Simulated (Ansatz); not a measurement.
The system is CoO.

```
Co O
1.0
    -1.50800    1.50800    2.10725
     1.50800   -1.50800    2.10725
     1.50800    1.50800   -2.10725
Co O
1 1
Direct
  0.00000 0.00000 0.00000
  0.50000 0.50000 0.00000
```

Alike in all runs: program Ansatz 0.2.0; functional PBEsol; potentials or basis Ansatz PAW; cutoff 420 eV (not typed: the program's choice for these potentials); k mesh 10 × 10 × 10; occupations fermi-dirac, width 0.05 eV.

Starts and where they ended:

```csv
start,free energy over the lowest (meV/atom),net moment (μB),site or absolute moments (μB),gap
"collinear spin, ferromagnetic start of up to 3 μB; fixed moment 3",0.0,3.00,Co +2.52; O +0.35,-
"collinear spin, program default start; fixed moment 0",240.9,0.00,-,-
"collinear spin, ferromagnetic start of up to 1.5 μB; fixed moment 1.5",116.0,1.50,Co +1.38; O +0.04,-
"collinear spin, ferromagnetic start of up to 2 μB; fixed moment 2",57.6,2.00,Co +1.80; O +0.10,-
"collinear spin, ferromagnetic start of up to 4 μB; fixed moment 4",1255.5,4.00,Co +2.89; O +0.69,-
"collinear spin, ferromagnetic start of up to 2.5 μB; fixed moment 2.5",15.9,2.50,Co +2.17; O +0.21,-
"collinear spin, ferromagnetic start of up to 0.5 μB; fixed moment 0.5",220.5,0.50,Co +0.48; O -0.01,-
"collinear spin, ferromagnetic start of up to 1 μB; fixed moment 1",170.9,1.00,Co +0.94; O -0.00,-
```

All polarised runs hold their moment fixed, so the table maps the energy against it. A still lower state may exist.

Caveats: the total moment is fixed, so each spin has its own Fermi level; a cell with one magnetic atom can't hold antiferromagnetic order, which such compounds often take (some runs).
